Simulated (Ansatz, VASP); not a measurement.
**Os in VASP and in Ansatz**

```
Os
1.0
     2.75451    0.00000    0.00000
    -1.37725    2.38547    0.00000
     0.00000    0.00000    4.34942
Os
2
Direct
  0.33333 0.66667 0.25000
  0.66667 0.33333 0.75000
```

Alike in both runs: task electric field gradients; functional PBE; k mesh 18 × 18 × 10; occupations fermi-dirac, width 0.15 eV; no spin polarisation.

|  | VASP | Ansatz |
| --- | --- | --- |
| version | VASP 6.6.1 | Ansatz 0.2.0 |
| potentials or method | VASP PAW PBE potentials, release 64 (Os) | scalar-relativistic, plane waves, PAW |
| plane-wave cutoff (eV) | 520 | 420 |
| valence electrons in the cell | 16 | 32 |

|  | VASP | Ansatz | Ansatz less VASP |
| --- | --- | --- | --- |
| gap on the k mesh at the Fermi level (eV) | none | none | - |
| pressure (GPa) | -0.2 | 0.0 | +0.15 |
| largest component of the traceless stress (GPa) | 0.08 | 0.00 | -0.078 |
| Vzz of the field gradient on the site that differs most (V/Å²) | -76.7 | -57.7 | +18.94 |

A gap of «none» marks a metal or a gap that the smearing closes. The functional is the same, so the differences come from potentials, cutoffs and numerics. The two sets of potentials don't hold the same shells in valence. Ansatz warned: «gradients_without_spin_orbit».

The runs have no spin-orbit coupling, so splittings on Os are missing.
